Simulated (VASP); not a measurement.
Mg: single point with revPBE+D4

The system is Mg.

```
Mg
1.0
     0.00000    2.26588    2.26588
     2.26588    0.00000    2.26588
     2.26588    2.26588    0.00000
Mg
1
Direct
  0.00000 0.00000 0.00000
```

This isn't the form of Mg at room conditions, which is hcp.

The cell isn't the ideal one: volume scaled by 1.08.

```json
{
  "Program": "VASP 6.6.1",
  "Task": "single point",
  "Functional": "revPBE",
  "Dispersion": "D4",
  "Potentials or basis": "VASP PAW PBE potentials, release 64 (Mg)",
  "Cutoff": "520 eV",
  "k mesh": "8 × 8 × 8",
  "Occupations": "fermi-dirac, width 0.05 eV",
  "Spin": "non-collinear spin, zero start",
  "Starting moments": "[[0.0, 0.0, 0.0]] μB",
  "Dipole correction": "no",
  "Further INCAR settings": "ALGO = Normal; EDIFF = 1e-07; NBANDS = 13"
}
```

- Pressure: -0.1 GPa
- Band gap on the k mesh: none (metal or under the smearing width)
- Net moment: 0.00 μB per cell
- Valence electrons inside the program's atomic spheres: Mg 0.34
- Dispersion energy per atom: -0.268 eV

Levels at points of the mesh, in eV from the Fermi level:
```
           k point  band 1  band 2  band 3  band 4  band 5
(0.00, 0.00, 0.00)   -6.60   -6.60   12.56   12.56   12.56
(0.50, 0.00, 0.00)   -1.44   -1.44   -1.00   -1.00   11.46
(0.50, 0.50, 0.00)    0.04    0.04    1.06    1.06    6.31
```

Moments on the atoms (μB; x, y, z):
```
Mg  0.00 0.00 0.00
```

Wall time 6.2 s on 1 thread of Intel(R) Xeon(R) 6975P-C (Granite Rapids) (shared host), peak memory 0.19 GiB.

Caveat: the PAW data sets were made with another functional, which shifts forces and pressure a little; pairwise dispersion overbinds metals, which lowers pressure and volume.
